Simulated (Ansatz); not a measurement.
# W4C: the cost of one run

Computed with Ansatz 0.2.0 (DFT PBE, scalar-relativistic, plane waves, PAW, unless a step's input says otherwise).

4 further runs of the same task are left out: 4 set aside as unsound or not needed. Runs told in other sessions of the task aren't counted.

### Step 1. The starting structure

It takes space group Pm (No. 6, monoclinic). The conventional cell has a = 2.855 Å, b = 4.037 Å, c = 20.957 Å, α = 90.00°, β = 90.00°, γ = 90.00°. Around W (site symmetry m) lie 7 W at 2.84 to 2.85 Å. W (site symmetry m) is surrounded by 11 W at 2.53 to 2.85 Å. W (site symmetry m) is surrounded by 11 W at 2.71 to 2.85 Å. Around W (site symmetry m) lie 1 C at 2.05 Å. C (site symmetry m) has 1 W at 2.05 Å in its first shell of neighbours.

Structure file:

```
W C
1.0
     2.85472    0.00000    0.00000
     0.00000    4.03719    0.00000
     0.00000    0.00000   20.95703
W C
4 1
Direct
  0.50000 0.50000 0.19087
  0.00000 0.00000 0.25898
  0.50000 0.50000 0.32624
  0.00000 0.00000 0.37968
  0.33333 0.00000 0.46653
```

This is the geometry of the first run shown, built on a cell relaxed beforehand with the same method.

### Step 2. What is varied

Atoms count from 1 in the order of the input.

C is moved along a line over the surface and along the normal, above a rigid substrate.

First coordinate, position of C5 along the first surface vector, from above W4: 6 values from 0.00 to 2.38 Å, periodic. Second coordinate, height of C5 above the plane of W4: 7 values from 1.47 to 4.13 Å.

Nothing else is relaxed. Points are written as (first, second).

### Step 3. Point (0.95 Å, 1.82 Å)

The cell repeats along c, and a dipole correction in the vacuum removes the field between the copies.

input.yaml

```yaml
crystal:
  lattice:
    - [2.8547213223, 0.0, 0.0]
    - [0.0, 4.0371856108, 0.0]
    - [0.0, 0.0, 20.9570327651]
  atoms:
    - { symbol: W, position: [0.5, 0.5, 0.190866715] }
    - { symbol: W, position: [0.0, 0.0, 0.2589756251] }
    - { symbol: W, position: [0.5, 0.5, 0.3262417345] }
    - { symbol: W, position: [0.0, 0.0, 0.3796831763] }
    - { symbol: C, position: [0.3333333333, 0.0, 0.4665275316], spin: 2.0 }
basis:
  ecutwfc: 420
kpoints:
  mp_grid: { grid: [9, 7, 1] }
hamiltonian:
  xc: pbe
  pseudopotentials: { kind: paw, azcp: { folder: soft_1 } }
scf:
  occupations: { method: gaussian, width: 0.1 }
output:
  forces: true
  eigenvalues: true
  populations: true
magnetization:
  spin_polarized: true
efield:
  axis: 3
  dipole_correction: true
  ramp_width: 0.04
```

On the command line:

```sh
$ ansatz run input.yaml --threads 1 --pin off --max-ram 3072MiB --backend cpu --events-out ev --progress --plain --runs-dir out
```

Q: Estimate wall time and peak memory on 1 thread of Arm Neoverse V2, shared host.

About 87 s, with a peak of 0.56 GiB.
